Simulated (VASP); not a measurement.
# NaI (Fm-3m) in VASP: notebook, part 3 of 3

VASP 6.6.1. Earlier steps stand in the parts before.

## 6. Band structure, PBE

This run uses another cell than the first one, of 32.91 Å³/atom, 1.072 times its volume.

The input, INCAR:

```
PREC     = Accurate       # precision mode
ENCUT    = 520            # plane-wave cutoff, eV
EDIFF    = 1E-6           # SCF threshold, eV
ISMEAR   = 0              # smearing method
SIGMA    = 0.03           # smearing width, eV
LREAL    = False          # projectors in reciprocal space
LASPH    = True           # aspherical terms in the spheres
NELM     = 80             # most SCF steps
ALGO     = Normal         # electronic algorithm
ISIF     = 2              # what is computed and relaxed
LWAVE    = False          # write WAVECAR
LCHARG   = False          # write CHGCAR
GGA      = PE             # functional
NBANDS   = 14             # bands
```

The input, KPOINTS:

```
regular mesh
0
Gamma
  8 8 8
```

The input, POSCAR:

```
NaI                                     
1.0
    0.0000000000      3.2045523285      3.2045523285
    3.2045523285      0.0000000000      3.2045523285
    3.2045523285      3.2045523285      0.0000000000
  Na              I             
     1     1
Direct
     1.0000000000000000    1.0000000000000000    0.0000000000000000
     0.5000000000000000    0.5000000000000000    0.5000000000000000
```

The input, KPOINTS_OPT:

```
explicit points
252
Reciprocal
 0.0000000000  0.0000000000  0.0000000000 1
 0.0357142857  0.0000000000  0.0357142857 1
 0.0714285714  0.0000000000  0.0714285714 1
 0.1071428571  0.0000000000  0.1071428571 1
 0.1428571429  0.0000000000  0.1428571429 1
 0.1785714286  0.0000000000  0.1785714286 1
[... 244 lines left out ...]
 0.4872522000  0.0127478000  0.5000000000 1
 0.5127478000 -0.0127478000  0.5000000000 1
```

Potentials or basis: VASP PAW PBE potentials, release 64 (Na_pv, I).

Run with:

```sh
cat potpaw_PBE.64/Na_pv/POTCAR potpaw_PBE.64/I/POTCAR > POTCAR
mpirun -np 1 vasp_std > vasp.out
```

OUTCAR:

```text
PREC = Accurate
   ENCUT = 520
   EDIFF = 1E-6
   ISMEAR = 0
   LREAL = False
   LASPH = True
   NELM = 80
   ISIF = 2
   GGA = PE

 ion  position               nearest neighbor table
   1  0.000  0.000  0.000-
   2  0.500  0.500  0.500-

  LATTYP: Found a face centered cubic cell.
 ALAT       =     6.4091046570

  Lattice vectors:

 A1 = (   0.0000000000,   3.2045523285,   3.2045523285)
 A2 = (   3.2045523285,   0.0000000000,   3.2045523285)
 A3 = (   3.2045523285,   3.2045523285,   0.0000000000)

Analysis of symmetry for initial positions (statically):
=====================================================================
 Subroutine PRICEL returns:
 Original cell was already a primitive cell.

 Routine SETGRP: Setting up the symmetry group for a
 face centered cubic supercell.

 Subroutine GETGRP returns: Found 48 space group operations
 (whereof 48 operations were pure point group operations)
 out of a pool of 48 trial point group operations.

The static configuration has the point symmetry O_h .

Analysis of symmetry for dynamics (positions and initial velocities):
=====================================================================
 Subroutine PRICEL returns:
 Original cell was already a primitive cell.

 Routine SETGRP: Setting up the symmetry group for a
 face centered cubic supercell.

 Subroutine GETGRP returns: Found 48 space group operations
 (whereof 48 operations were pure point group operations)
 out of a pool of 48 trial point group operations.

The dynamic configuration has the point symmetry O_h .

 Subroutine INISYM returns: Found 48 space group operations
 (whereof 48 operations are pure point group operations),
 and found     1 'primitive' translations

----------------------------------------------------------------------------------------

                                     Primitive cell

  volume of cell :      65.8161

[... 118 lines left out ...]
   LRPA    =     F    only Hartree local field effects (RPA)
 non-spin polarized calculation
 Gauss-broadening in eV      SIGMA  =   0.03
  energy-cutoff  :      520.00
  volume of cell :       65.82
 maximum number of plane-waves:      1807
 NGX is ok and might be reduce to    36
   NGX = 17   NGY = 17   NGZ = 17

 number of electron      13.9999998 magnetization

 Free energy of the ion-electron system (eV)
  ---------------------------------------------------
  ext. energy  EPLUGINS =         0.00000000
  ---------------------------------------------------
  free energy    TOTEN  =        -5.37635863 eV

  energy without entropy =       -5.37635863  energy(sigma->0) =       -5.37635863

 E-fermi :   1.2305     XC(G=0):  -7.8250

 val. band max:        1.0166162986   @ k =   0.0000   0.0000   0.0000
 cond. band min:       4.7381987794   @ k =   0.0000   0.0000   0.0000
 fundamental gap:      3.7215824808
 Fermi energy:         1.2304990912

 k-point     1 :       0.0000    0.0000    0.0000
  band No.  band energies     occupation
      1     -21.3898      2.00000
      2     -21.3898      2.00000
      3     -21.3898      2.00000
      4     -10.0795      2.00000
      5       1.0166      2.00000
      6       1.0166      2.00000
      7       1.0166      2.00000
      8       4.7382      0.00000
      9       8.9456      0.00000
     10       8.9456      0.00000
     11       8.9456      0.00000
     12      10.8133      0.00000
     13      10.8133      0.00000
     14      11.4708      0.00000
[... 377 lines left out ...]
      1     -21.3948      2.00000
      2     -21.3916      2.00000
      3     -21.3907      2.00000
      4      -9.6903      2.00000
      5      -0.9863      2.00000
      6       0.0528      2.00000
      7       0.5016      2.00000
      8       7.1869      0.00000
      9       7.3611      0.00000
     10       9.3439      0.00000
     11       9.3963      0.00000
     12      11.5892      0.00000
     13      12.6047      0.00000
     14      13.8209      0.00000

 [... further k-points ...]

------------------------ aborting loop because EDIFF is reached ----------------------------------------

  FORCE on cell =-STRESS in cart. coord.  units (eV):
  Direction    XX          YY          ZZ          XY          YZ          ZX
  --------------------------------------------------------------------------------------
  -------------------------------------------------------------------------------------
  Total        0.4054585      0.4054585      0.4054585      0.0000000     -0.0000000     -0.0000000
  in kB        9.8701753      9.8701753      9.8701753      0.0000000     -0.0000000     -0.0000000
  external PRESSURE =       9.8701753 kB  Pullay stress =       0.0000000 kB

 VOLUME and BASIS-vectors are now :
 -----------------------------------------------------------------------------
  energy-cutoff  :      520.00
  volume of cell :       65.82
      direct lattice vectors                 reciprocal lattice vectors
     0.000000000  3.204552329  3.204552329    -0.156028034  0.156028034  0.156028034
     3.204552329  0.000000000  3.204552329     0.156028034 -0.156028034  0.156028034
     3.204552329  3.204552329  0.000000000     0.156028034  0.156028034 -0.156028034

 POSITION                                       TOTAL-FORCE (eV/Angst)
 -----------------------------------------------------------------------------------
      0.00000      0.00000      0.00000        -0.000000      0.000000      0.000000
      3.20455      3.20455      3.20455         0.000000     -0.000000     -0.000000
 -----------------------------------------------------------------------------------
    total drift:                                0.000000      0.000000      0.000000

  FREE ENERGIE OF THE ION-ELECTRON SYSTEM (eV)
  ---------------------------------------------------
  free  energy   TOTEN  =        -5.3763586270 eV

  energy  without entropy=       -5.3763586270  energy(sigma->0) =       -5.37635863
```

stdout:

```text
POSCAR found type information on POSCAR NaI
 POSCAR found :  2 types and       2 ions
 scaLAPACK will be used
 LDA part: xc-table for (Slater+PW92), standard interpolation
 POSCAR, INCAR and KPOINTS ok, starting setup
 FFT: planning ... GRIDC
 FFT: planning ... GRID_SOFT
 FFT: planning ... GRID
 WAVECAR not read
 entering main loop
 Start KPOINTS_OPT (optional k-point list driver)
k-point batch [1-29\252]
k-point batch [30-58\252]
k-point batch [59-87\252]
k-point batch [88-116\252]
k-point batch [117-145\252]
k-point batch [146-174\252]
k-point batch [175-203\252]
k-point batch [204-232\252]
k-point batch [233-252\252]
```

It took 91 s on 1 thread of AMD EPYC 9R45 (Zen 5), shared host; peak memory 0.18 GiB.

Results:

* Free energy: -5.3764 eV
* Pressure: 1.0 GPa
* Band gap on the k mesh: 3.72 eV, direct
* Band gap along the path: 3.72 eV, direct

Levels at the corners of the path, in eV from the valence-band top:
| point | band 4 | band 5 | band 6 | band 7 | band 8 | band 9 | band 10 | band 11 |
| --- | --- | --- | --- | --- | --- | --- | --- | --- |
| Γ | -11.10 | 0.00 | 0.00 | 0.00 | 3.72 | 7.93 | 7.93 | 7.93 |
| X | -10.67 | -2.00 | -0.78 | -0.78 | 4.52 | 5.50 | 10.06 | 11.48 |
| X | -10.67 | -2.00 | -0.78 | -0.78 | 4.52 | 5.50 | 10.06 | 11.48 |
| W | -10.66 | -1.48 | -1.48 | -0.98 | 5.89 | 7.52 | 7.52 | 7.98 |
| W | -10.66 | -1.48 | -1.48 | -0.98 | 5.89 | 7.52 | 7.52 | 7.98 |
| K | -10.67 | -1.72 | -1.41 | -0.63 | 5.23 | 6.71 | 8.80 | 9.30 |
| K | -10.67 | -1.72 | -1.41 | -0.63 | 5.23 | 6.71 | 8.80 | 9.30 |
| Γ | -11.10 | 0.00 | 0.00 | 0.00 | 3.72 | 7.93 | 7.93 | 7.93 |
| Γ | -11.10 | 0.00 | 0.00 | 0.00 | 3.72 | 7.93 | 7.93 | 7.93 |
| L | -10.75 | -2.29 | -0.30 | -0.30 | 5.10 | 7.47 | 7.47 | 8.95 |
| L | -10.75 | -2.29 | -0.30 | -0.30 | 5.10 | 7.47 | 7.47 | 8.95 |
| U | -10.67 | -1.72 | -1.41 | -0.63 | 5.23 | 6.71 | 8.80 | 9.30 |
| U | -10.67 | -1.72 | -1.41 | -0.63 | 5.23 | 6.71 | 8.80 | 9.30 |
| W | -10.66 | -1.48 | -1.48 | -0.98 | 5.89 | 7.52 | 7.52 | 7.98 |
| W | -10.66 | -1.48 | -1.48 | -0.98 | 5.89 | 7.52 | 7.52 | 7.98 |
| L | -10.75 | -2.29 | -0.30 | -0.30 | 5.10 | 7.47 | 7.47 | 8.95 |
| L | -10.75 | -2.29 | -0.30 | -0.30 | 5.10 | 7.47 | 7.47 | 8.95 |
| K | -10.67 | -1.72 | -1.41 | -0.63 | 5.23 | 6.71 | 8.80 | 9.30 |
| U | -10.67 | -1.72 | -1.41 | -0.63 | 5.23 | 6.71 | 8.80 | 9.30 |
| X | -10.67 | -2.00 | -0.78 | -0.78 | 4.52 | 5.50 | 10.06 | 11.48 |

Caveat: spin-orbit coupling is left out, which moves the levels of the heavy elements.

## 7. Comparison with measurements

Step 2. Measured high-frequency dielectric constant of NaI: 3.01 (a printed reference work, monograph). This calculation gives 3.62 (+20.4 %).

Step 4. A measured high-frequency dielectric constant of NaI is 3.01 (a printed reference work, monograph); the calculated 3.32 misses it by +10.5 %.
